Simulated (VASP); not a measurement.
# NiSb (Breithauptite) (P6_3/mmc) in VASP: notebook

The runs below take NiSb (Breithauptite) through single point, relaxation of cell and atoms, with RPBE, PBEsol+D3.

Program: VASP 6.6.1. These are calculated values, not measurements. Logs are shortened: lines on timing, memory, paths and dates and some standing lists are left out, and cuts for length are marked.

## Step 1: The crystal as given

The structure is hexagonal, space group P6_3/mmc (No. 194). The conventional cell has a = 3.928 Å, b = 3.928 Å, c = 5.120 Å, α = 90.00°, β = 90.00°, γ = 120.00°. Around Sb (site symmetry -6m2) lie 6 Ni at 2.60 Å. Ni (site symmetry -3m) has 2 Ni at 2.56 Å and 6 Sb at 2.60 Å as nearest neighbours.

## Step 2: Single point, RPBE, collinear spin, ferromagnetic start

Input file INCAR:

```
ALGO = Fast
EDIFF = 1E-6
ENCUT = 500
GGA = RP
ISIF = 2
ISMEAR = 0
ISPIN = 2
LASPH = True
LCHARG = False
LMAXMIX = 4
LORBIT = 11
LREAL = False
LWAVE = False
MAGMOM = 0 0 1 1
NELM = 150
PREC = Accurate
SIGMA = 0.1
```

Input file KPOINTS:

```
k-points
0
Gamma
  8 8 5
```

Input file POSCAR:

```
NiSb
1.0
    3.9280000000      0.0000000000      0.0000000000
   -1.9640000000      3.4017477861      0.0000000000
    0.0000000000      0.0000000000      5.1200000000
Sb Ni
2 2
Direct
    0.6666666667      0.3333333333      0.7500000000
    0.3333333333      0.6666666667      0.2500000000
    0.0000000000      0.0000000000      0.5000000000
    0.0000000000      0.0000000000      0.0000000000
```

Potentials or basis: VASP PAW PBE potentials, release 64 (Sb, Ni).

Launch:

```console
cat potpaw_PBE.64/Sb/POTCAR potpaw_PBE.64/Ni/POTCAR > POTCAR
mpirun -np 1 vasp_std > vasp.out
```

OUTCAR:

```text
EDIFF = 1E-6
   ENCUT = 500
   GGA = RP
   ISIF = 2
   ISMEAR = 0
   ISPIN = 2
   LASPH = True
   LORBIT = 11
   LREAL = False
   NELM = 150
   PREC = Accurate

 ion  position               nearest neighbor table
   1  0.667  0.333  0.750-   3 2.60   4 2.60   3 2.60   4 2.60   3 2.60   4 2.60   2 3.42   2 3.42
                             2 3.42   2 3.42   2 3.42   2 3.42
   2  0.333  0.667  0.250-   3 2.60   4 2.60   3 2.60   4 2.60   3 2.60   4 2.60   1 3.42   1 3.42
                             1 3.42   1 3.42   1 3.42   1 3.42
   3  0.000  0.000  0.500-   4 2.56   4 2.56   1 2.60   2 2.60   1 2.60   2 2.60   1 2.60   2 2.60

   4  0.000  0.000  0.000-   3 2.56   3 2.56   1 2.60   2 2.60   1 2.60   2 2.60   1 2.60   2 2.60

  LATTYP: Found a hexagonal cell.
 ALAT       =     3.9280000000
 C/A-ratio  =     1.3034623218

  Lattice vectors:

 A1 = (   3.9280000000,   0.0000000000,   0.0000000000)
 A2 = (  -1.9640000000,   3.4017477861,   0.0000000000)
 A3 = (   0.0000000000,   0.0000000000,   5.1200000000)

Analysis of symmetry for initial positions (statically):
=====================================================================
 Subroutine PRICEL returns:
 Original cell was already a primitive cell.

 Routine SETGRP: Setting up the symmetry group for a
 hexagonal supercell.

 Subroutine GETGRP returns: Found 24 space group operations
 (whereof 12 operations were pure point group operations)
 out of a pool of 24 trial point group operations.

The static configuration has the point symmetry D_3d.
 The point group associated with its full space group is D_6h.

Analysis of symmetry for dynamics (positions and initial velocities):
=====================================================================
 Subroutine PRICEL returns:
 Original cell was already a primitive cell.

 Routine SETGRP: Setting up the symmetry group for a
 hexagonal supercell.

 Subroutine GETGRP returns: Found 24 space group operations
 (whereof 12 operations were pure point group operations)
 out of a pool of 24 trial point group operations.

The dynamic configuration has the point symmetry D_3d.
 The point group associated with its full space group is D_6h.

Analysis of structural, dynamic, and magnetic symmetry:
=====================================================================
 Subroutine PRICEL returns:
 Original cell was already a primitive cell.

 Routine SETGRP: Setting up the symmetry group for a
 hexagonal supercell.

 Subroutine GETGRP returns: Found 24 space group operations
 (whereof 12 operations were pure point group operations)
 out of a pool of 24 trial point group operations.

The overall configuration has the point symmetry D_3d.
 The point group associated with its full space group is D_6h.

 Subroutine INISYM returns: Found 24 space group operations
 (whereof 12 operations are pure point group operations),
 and found     1 'primitive' translations

----------------------------------------------------------------------------------------

                                     Primitive cell

  volume of cell :      68.4138

  direct lattice vectors                    reciprocal lattice vectors
     3.928000000  0.000000000  0.000000000     0.254582485  0.146983266  0.000000000
    -1.964000000  3.401747786  0.000000000     0.000000000  0.293966532  0.000000000
     0.000000000  0.000000000  5.120000000     0.000000000  0.000000000  0.195312500

  length of vectors
     3.928000000  3.928000000  5.120000000     0.293966532  0.293966532  0.195312500

  position of ions in fractional coordinates (direct lattice)
     0.666666667  0.333333333  0.750000000
     0.333333333  0.666666667  0.250000000
     0.000000000  0.000000000  0.500000000
     0.000000000  0.000000000  0.000000000

  ion indices of the primitive-cell ions
   primitive index   ion index
                 1           1
                 2           2
                 3           3
                 4           4

----------------------------------------------------------------------------------------

 KPOINTS: k-points

Automatic generation of k-mesh.
 Grid dimensions read from file:
 generate k-points for:    8    8    5

 Generating k-lattice:

  Cartesian coordinates                     Fractional coordinates (reciprocal lattice)
     0.031822811  0.018372908  0.000000000     0.125000000  0.000000000  0.000000000
     0.000000000  0.036745817  0.000000000     0.000000000  0.125000000  0.000000000
     0.000000000  0.000000000  0.039062500     0.000000000  0.000000000  0.200000000

  Length of vectors
     0.036745817  0.036745817  0.039062500

  Shift w.r.t. Gamma in fractional coordinates (k-lattice)
     0.000000000  0.000000000  0.000000000

 Subroutine IBZKPT returns following result:
 ===========================================

 Found     30 irreducible k-points:

 Following reciprocal coordinates:
            Coordinates               Weight
  0.000000  0.000000  0.000000      1.000000
  0.125000  0.000000  0.000000      6.000000
  0.250000  0.000000  0.000000      6.000000
  0.375000 -0.000000  0.000000      6.000000
  0.500000  0.000000  0.000000      3.000000
  0.125000  0.125000  0.000000      6.000000
[... 16 lines left out ...]
  0.250000  0.000000  0.400000     12.000000
  0.375000 -0.000000  0.400000     12.000000
 [... further k-points ...]
   k-points           NKPTS =     30   k-points in BZ     NKDIM =     30   number of bands    NBANDS=     20
   number of dos      NEDOS =    301   number of ions     NIONS =      4
   total plane-waves  NPLWV =  36000
   dimension x,y,z NGX =    30 NGY =   30 NGZ =   40
   dimension x,y,z NGXF=    60 NGYF=   60 NGZF=   80
   ions per type =               2   2
   NGX,Y,Z   is equivalent  to a cutoff of  12.70, 12.70, 12.99 a.u.
   NGXF,Y,Z  is equivalent  to a cutoff of  25.39, 25.39, 25.98 a.u.
 SYSTEM =  unknown system
   PREC   = accura    normal or accurate (medium, high low for compatibility)
   ISTART =      0    job   : 0-new  1-cont  2-samecut
   ICHARG =      2    charge: 1-file 2-atom 10-const
   ISPIN  =      2    spin polarized calculation?
   LNONCOLLINEAR =      F non collinear calculations
   LSORBIT =      F    spin-orbit coupling
   LASPH  =      T    aspherical Exc in radial PAW
   ENCUT  =  500.0 eV  36.75 Ry    6.06 a.u.   7.16  7.16  9.33*2*pi/ulx,y,z
   NELM   =    150;   NELMIN=  2; NELMDL= -5     # of ELM steps
   EDIFF  = 0.1E-05   stopping-criterion for ELM
   LREAL  =      F    real-space projection
   EDIFFG = 0.1E-04   stopping-criterion for IOM
   NSW    =      0    number of steps for IOM
   IBRION =     -1    ionic relax: 0-MD 1-quasi-New 2-CG
   NFREE  =      0    steps in history (QN), initial steepest desc. (CG)
   ISIF   =      2    stress and relaxation
   ISYM   =      2    0-nonsym 1-usesym 2-fastsym
   POTIM  = 0.5000    time-step for ionic-motion
   TEBEG  =    0.0;   TEEND  =   0.0 temperature during run
   PSTRESS=    0.0 pullay stress
   NELECT =      30.0000    total number of electrons
   NUPDOWN=      -1.0000    fix difference up-down
   EMIN   =  10.00;   EMAX   =-10.00  energy-range for DOS
   EFERMI =   0.00;   METHOD = LEGACY
   ISMEAR =     0;   SIGMA  =   0.10  broadening in eV -4-tet -1-fermi 0-gaus
   EFERMI_NEDOS =   21; number of points for ismear=-14 and -15
   IALGO  =     68    algorithm
   IMIX   =      4    mixing-type and parameters
     AMIX     =   0.40;   BMIX     =  1.00
     AMIX_MAG =   1.60;   BMIX_MAG =  1.00
  volume/ion in A,a.u.               =      17.10       115.42
  Fermi-wavevector in a.u.,A,eV,Ry     =   1.243753  2.350352 21.047138  1.546921
  Thomas-Fermi vector in A             =   2.378050
   LORBIT       =     11    0 simple, 1 ext, 2 COOP (PROOUT), +10 PAW based schemes
   GGA     = RP    functional components
   LHFCALC =     F    Hartree Fock is set to
   AEXX    =    0.0000 exact exchange contribution
   IVDW    =     0    specifies the selected vdW correction
   LEPSILON=     F    determine dielectric tensor
   LRPA    =     F    only Hartree local field effects (RPA)
 spin polarized calculation
 RMM-DIIS sequential band-by-band and
 Gauss-broadening in eV      SIGMA  =   0.10
  energy-cutoff  :      500.00
  volume of cell :       68.41
 maximum number of plane-waves:      1767
 NGX is ok and might be reduce to    30
   NGX = 15   NGY = 15   NGZ = 19

 number of electron      30.0000034 magnetization       0.0029333

 number of electron      30.0000034 magnetization      -0.0000206

 Free energy of the ion-electron system (eV)
  ---------------------------------------------------
  ext. energy  EPLUGINS =         0.00000000
  ---------------------------------------------------
  free energy    TOTEN  =       -18.38983540 eV

  energy without entropy =      -18.37843368  energy(sigma->0) =      -18.38413454

 E-fermi :  10.1504     XC(G=0): -11.4653

 val. band max:       10.1501020437   @ k =   0.1250   0.0000   0.0000
 cond. band min:      10.2008279608   @ k =   0.3750  -0.0000   0.0000
 fundamental gap:      0.0507259171
 Fermi energy:        10.1503561175

 spin component 1

 k-point     1 :       0.0000    0.0000    0.0000
  band No.  band energies     occupation
      1      -2.8067      1.00000
      2       1.7752      1.00000
      3       3.9128      1.00000
      4       6.2416      1.00000
      5       6.2416      1.00000
      6       7.0097      1.00000
[... 12 lines left out ...]
     19      14.2557      0.00000
     20      15.5719      0.00000

 k-point     2 :       0.1250    0.0000    0.0000
  band No.  band energies     occupation
      1      -2.6101      1.00000
      2       1.7613      1.00000
      3       4.1333      1.00000
      4       6.1867      1.00000
      5       6.2837      1.00000
      6       6.9289      1.00000
[... 12 lines left out ...]
     19      14.7353      0.00000
     20      15.8178      0.00000
[... 465 lines left out ...]
      3       5.2307      1.00000
      4       5.8721      1.00000
      5       6.7886      1.00000
      6       7.1418      1.00000
[... 12 lines left out ...]
     19      14.3007      0.00000
     20      15.3982      0.00000

 k-point    24 :       0.3750   -0.0000    0.4000
  band No.  band energies     occupation
      1      -0.4018      1.00000
      2       0.3483      1.00000
      3       4.1193      1.00000
      4       4.7546      1.00000
      5       6.8005      1.00000
      6       7.0348      1.00000
[... 12 lines left out ...]
     19      14.3029      0.00000
     20      15.4876      0.00000

 [... further k-points ...]

 spin component 2

 k-point     1 :       0.0000    0.0000    0.0000
  band No.  band energies     occupation
      1      -2.8068      1.00000
      2       1.7752      1.00000
      3       3.9128      1.00000
      4       6.2416      1.00000
      5       6.2416      1.00000
      6       7.0098      1.00000
[... 12 lines left out ...]
     19      14.2556      0.00000
     20      15.5719      0.00000

 k-point     2 :       0.1250    0.0000    0.0000
  band No.  band energies     occupation
      1      -2.6102      1.00000
      2       1.7612      1.00000
      3       4.1333      1.00000
      4       6.1867      1.00000
      5       6.2837      1.00000
      6       6.9290      1.00000
[... 12 lines left out ...]
     19      14.7352      0.00000
     20      15.8177      0.00000
[... 465 lines left out ...]
      3       5.2306      1.00000
      4       5.8720      1.00000
      5       6.7886      1.00000
      6       7.1419      1.00000
[... 12 lines left out ...]
     19      14.3006      0.00000
     20      15.3981      0.00000

 k-point    24 :       0.3750   -0.0000    0.4000
  band No.  band energies     occupation
      1      -0.4019      1.00000
      2       0.3482      1.00000
      3       4.1192      1.00000
      4       4.7546      1.00000
      5       6.8005      1.00000
      6       7.0348      1.00000
[... 12 lines left out ...]
     19      14.3028      0.00000
     20      15.4875      0.00000

 [... further k-points ...]

------------------------ aborting loop because EDIFF is reached ----------------------------------------

  FORCE on cell =-STRESS in cart. coord.  units (eV):
  Direction    XX          YY          ZZ          XY          YZ          ZX
  --------------------------------------------------------------------------------------
  -------------------------------------------------------------------------------------
  Total        2.7714796      2.7714796      2.6083037      0.0000000      0.0000000      0.0000000
  in kB       64.9050842     64.9050842     61.0836788      0.0000000      0.0000000      0.0000000
  external PRESSURE =      63.6312824 kB  Pullay stress =       0.0000000 kB

 VOLUME and BASIS-vectors are now :
 -----------------------------------------------------------------------------
  energy-cutoff  :      500.00
  volume of cell :       68.41
      direct lattice vectors                 reciprocal lattice vectors
     3.928000000  0.000000000  0.000000000     0.254582485  0.146983266  0.000000000
    -1.964000000  3.401747786  0.000000000     0.000000000  0.293966532  0.000000000
     0.000000000  0.000000000  5.120000000     0.000000000  0.000000000  0.195312500

 POSITION                                       TOTAL-FORCE (eV/Angst)
 -----------------------------------------------------------------------------------
      1.96400      1.13392      3.84000        -0.000000     -0.000000      0.000000
     -0.00000      2.26783      1.28000         0.000000      0.000000      0.000000
      0.00000      0.00000      2.56000         0.000000      0.000000      0.000000
      0.00000      0.00000      0.00000         0.000000      0.000000      0.000000
 -----------------------------------------------------------------------------------
    total drift:                               -0.000000      0.000000     -0.000000

  FREE ENERGIE OF THE ION-ELECTRON SYSTEM (eV)
  ---------------------------------------------------
  free  energy   TOTEN  =       -18.3898353991 eV

  energy  without entropy=      -18.3784336798  energy(sigma->0) =      -18.38413454

 total charge

# of ion       s       p       d       tot
------------------------------------------
    1        1.123   1.223   0.077   2.423
    2        1.123   1.223   0.077   2.423
    3        0.448   0.487   8.457   9.391
    4        0.448   0.487   8.457   9.391
--------------------------------------------------
tot          3.141   3.418  17.069  23.628

 magnetization (x)

# of ion       s       p       d       tot
------------------------------------------
    1        0.000  -0.000  -0.000  -0.000
    2        0.000  -0.000  -0.000  -0.000
    3        0.000  -0.000   0.000   0.000
    4        0.000  -0.000   0.000   0.000
--------------------------------------------------
tot          0.000  -0.000   0.000   0.000
```

Wall time 90 s (1 thread of Intel Xeon Platinum 8488C (Sapphire Rapids), shared host); peak memory 0.24 GiB.

Results:

```
Free energy                                           : -18.3898 eV
Pressure                                              : 6.4 GPa
Band gap on the k mesh                                : none (metal or under the smearing width)
Net moment                                            : 0.00 μB per cell
Valence electrons inside the program's atomic spheres : Sb 2.42; Ni 9.39
```

Stress tensor (GPa, compression positive):
```
6.49 0.00 0.00
0.00 6.49 0.00
0.00 0.00 6.11
```

Caveat: the PAW data sets were made with another functional, which shifts forces and pressure a little. The run has no spin-orbit coupling, so splittings on Sb are missing.

## Step 3: Single point, RPBE, collinear spin, ferromagnetic start

Input file run.py:

```python
from ase import Atoms
from ase.calculators.vasp import Vasp
from ase.dft.bandgap import bandgap

atoms = Atoms(
    ['Sb', 'Sb', 'Ni', 'Ni'],
    cell=[[3.928, 0.0, 0.0], [-1.964, 3.4017477861, 0.0], [0.0, 0.0, 5.12]],
    scaled_positions=[[0.6666666667, 0.3333333333, 0.75], [0.3333333333, 0.6666666667, 0.25], [0.0, 0.0, 0.5], [0.0, 0.0, 0.0]],
    pbc=True,
)
atoms.set_initial_magnetic_moments([0.0, 0.0, 1.0, 1.0])
calc = Vasp(
    directory='calc',
    xc='rpbe',
    pp='PBE',
    setups='minimal',
    prec='Accurate',
    encut=500,
    ediff=1e-07,
    ismear=0,
    sigma=0.1,
    lreal=False,
    lasph=True,
    nelm=150,
    algo='Normal',
    isif=2,
    lwave=False,
    lcharg=False,
    ispin=2,
    lorbit=11,
    lmaxmix=4,
    kpts=[8, 8, 5],
    gamma=True,
    nbands=27,
)
atoms.calc = calc

print('energy (eV):', atoms.get_potential_energy())
print('free energy (eV):', atoms.get_potential_energy(force_consistent=True))
print('forces (eV/A):')
print(atoms.get_forces())
print('stress (eV/A^3, Voigt):', atoms.get_stress())
print('Fermi level (eV):', calc.get_fermi_level())
print('moment (muB):', atoms.get_magnetic_moment())
print('site moments (muB):', atoms.get_magnetic_moments())
gap, top, bottom = bandgap(calc)
print('band gap (eV):', gap, 'from (spin, k, band)', top, 'to', bottom)
```

Potentials or basis: VASP PAW PBE potentials, release 64 (Sb, Ni).

Launch:

```console
python run.py
```

The program printed:

```text
energy (eV): -18.3841354
free energy (eV): -18.3898353
forces (eV/A):
[[ 0. -0.  0.]
 [-0.  0.  0.]
 [ 0.  0.  0.]
 [-0.  0.  0.]]
stress (eV/A^3, Voigt): [-0.0407295  -0.0407295  -0.03832568 -0.         -0.         -0.        ]
Fermi level (eV): 10.15031918
moment (muB): -2.38e-05
site moments (muB): [-0. -0.  0.  0.]
band gap (eV): 0.0 from (spin, k, band) (None, None, None) to (None, None, None)
```

OUTCAR:

```text
ENCUT = 500.000000
   EDIFF = 1.00e-07
   GGA = RP
   PREC = Accurate
   ISIF = 2
   ISMEAR = 0
   ISPIN = 2
   LORBIT = 11
   NELM = 150
   LASPH = .TRUE.
   LREAL = .FALSE.

 ion  position               nearest neighbor table
   1  0.667  0.333  0.750-   3 2.60   4 2.60   3 2.60   4 2.60   3 2.60   4 2.60   2 3.42   2 3.42
                             2 3.42   2 3.42   2 3.42   2 3.42
[... 1693 lines left out ...]
      0.00000      0.00000      2.56000         0.000000      0.000000      0.000000
      0.00000      0.00000      0.00000        -0.000000      0.000000      0.000000
 -----------------------------------------------------------------------------------
    total drift:                               -0.000000      0.000000     -0.000000

  FREE ENERGIE OF THE ION-ELECTRON SYSTEM (eV)
  ---------------------------------------------------
  free  energy   TOTEN  =       -18.3898352953 eV

  energy  without entropy=      -18.3784355086  energy(sigma->0) =      -18.38413540

 total charge

# of ion       s       p       d       tot
------------------------------------------
    1        1.123   1.223   0.077   2.423
    2        1.123   1.223   0.077   2.423
    3        0.448   0.487   8.457   9.391
    4        0.448   0.487   8.457   9.391
--------------------------------------------------
tot          3.141   3.418  17.069  23.628

 magnetization (x)

# of ion       s       p       d       tot
------------------------------------------
    1        0.000  -0.000   0.000  -0.000
    2        0.000  -0.000   0.000  -0.000
    3       -0.000  -0.000   0.000   0.000
    4       -0.000  -0.000   0.000   0.000
--------------------------------------------------
tot          0.000  -0.000   0.000   0.000
```

INCAR:

```text
ENCUT = 500.000000
SIGMA = 0.100000
EDIFF = 1.00e-07
ALGO = Normal
GGA = RP
PREC = Accurate
ISIF = 2
ISMEAR = 0
ISPIN = 2
LMAXMIX = 4
LORBIT = 11
NBANDS = 27
NELM = 150
LASPH = .TRUE.
LCHARG = .FALSE.
LWAVE = .FALSE.
LREAL = .FALSE.
MAGMOM = 2*0.0000 2*1.0000
```

Wall time 2 min (1 thread of Intel Xeon Platinum 8488C (Sapphire Rapids), shared host); peak memory 0.25 GiB.

What came out:

```yaml
Free_energy: -18.3898 eV
Pressure: 6.4 GPa
Band_gap_on_the_k_mesh: none (metal or under the smearing width)
Net_moment: 0.00 μB per cell
Valence_electrons_inside_the_program's_atomic_spheres: Sb 2.42; Ni 9.39
```

Levels at points of the mesh, in eV from the Fermi level:
Spin up:
```tsv
k point	band 13	band 14	band 15	band 16	band 17	band 18
(0.00, 0.00, 0.00)	-0.01	0.63	0.63	2.51	2.51	3.18
(0.50, 0.00, 0.00)	-1.57	-1.38	-1.31	-0.31	1.17	3.46
```
Spin down:
```
           k point  band 11  band 12  band 13  band 14  band 15  band 16  band 17  band 18  band 19  band 20
(0.00, 0.00, 0.00)    -1.32    -1.32    -0.01     0.63     0.63     2.51     2.51     3.18     4.11     5.42
(0.50, 0.00, 0.00)    -2.08    -1.84    -1.57    -1.38    -1.31    -0.31     1.17     3.46     4.03     5.36
```

Caveat: the PAW data sets were made with another functional, which shifts forces and pressure a little.

(Part 1 of 2 ends here.)
